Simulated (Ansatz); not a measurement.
Molecular dynamics on a 1×1×1 supercell (8 atoms) of ZnGeP2 (I-42d), relaxed with r2SCAN. Forces come from r2SCAN in Ansatz 0.2.0: constant energy and volume (NVE), velocities drawn at 1000 K, steps of 1.5 fs. Computed, non-magnetic; the trajectory is short and the cell small, so nothing here is a converged average.

```yaml
crystal:
  lattice:
    - [-2.7233306685, 2.7233306685, 5.3656199597]
    - [2.7233306685, -2.7233306685, 5.3656199597]
    - [2.7233306685, 2.7233306685, -5.3656199597]
  atoms:
    - { symbol: Zn, position: [0.0, 0.0, 0.0] }
    - { symbol: Zn, position: [0.75, 0.25, 0.5] }
    - { symbol: Ge, position: [0.5, 0.5, 0.0] }
    - { symbol: Ge, position: [0.25, 0.75, 0.5] }
    - { symbol: P, position: [0.375, 0.3792106961, 0.5042106961] }
    - { symbol: P, position: [0.6207893039, 0.125, 0.9957893039] }
    - { symbol: P, position: [0.875, 0.8707893039, 0.4957893039] }
    - { symbol: P, position: [0.1292106961, 0.625, 0.0042106961] }
kpoints:
  mp_grid: { grid: [4, 4, 4] }
hamiltonian:
  xc: r2scan
scf:
  occupations: { method: fermi_dirac, width: 0.086 }
md:
  ensemble: nve
  temperature: 1000
  timestep: 1.5
  n_steps: 40
  initial_velocities: maxwell_boltzmann
  seed: 1282
```

Command: `ansatz run input.yaml --threads 4 --pin off --max-ram 5529MiB --backend cpu --events-out ev --progress --plain --runs-dir out`. It ended after 7.7 min on 4 threads of AMD EPYC (Zen 3), on a shared host, load about 0.9 per core; peak host memory 1.2 GiB.

```csv
step,t (fs),T (K),free energy F from step 0 (meV/atom),kinetic energy (meV/atom),largest force (eV/Å)
0,0,1000,0.0,113.1,0.00
1,1.5,995,0.5,112.6,0.17
2,3,982,2.1,111.0,0.35
3,4.5,959,4.6,108.5,0.52
4,6,928,8.1,105.0,0.69
5,7.5,891,12.4,100.7,0.85
6,9,847,17.3,95.8,1.01
7,10.5,799,22.7,90.4,1.16
8,12,749,28.4,84.7,1.30
9,13.5,698,34.3,78.9,1.43
10,15,647,40.0,73.2,1.54
11,16.5,598,45.5,67.7,1.63
12,18,554,50.6,62.6,1.71
13,19.5,514,55.0,58.2,1.78
14,21,481,58.8,54.4,1.82
15,22.5,454,61.8,51.4,1.85
16,24,435,64.1,49.2,1.86
17,25.5,422,65.5,47.7,1.86
18,27,416,66.2,47.0,1.85
19,28.5,416,66.2,47.0,1.82
20,30,420,65.6,47.6,1.78
21,31.5,429,64.6,48.5,1.73
```

The temperature starts at 1000 K, is lowest at step 19 (416 K, 28.5 fs) and ends at 429 K. The atoms start on their lattice sites with kinetic energy alone, so much of it first passes into potential energy. The conserved energy stays within 0.12 meV an atom. By the last step the atoms have moved 0.15 Å in the root mean square, the drift of the whole cell taken out, 0.21 Å at most. The job's limit cut the run after 21 of 40 steps.

Positions (Å) and forces (eV/Å) at step 21:
```
Zn  -0.099   0.169  -0.078     0.432  -0.823   0.696
Zn   0.075   2.568   2.656    -0.254   0.885   0.132
Ge  -0.145  -0.042   5.408     1.665   0.441  -0.149
Ge   2.849   0.006   2.709     0.069  -0.040   0.408
P    1.503   1.259   1.390    -1.311   0.023  -0.295
P    1.376   4.096  -1.224    -0.561   0.378  -0.948
P    1.288   1.373   6.645     0.924  -0.657   0.260
P    1.375  -1.226   3.980    -0.963  -0.208  -0.103
```
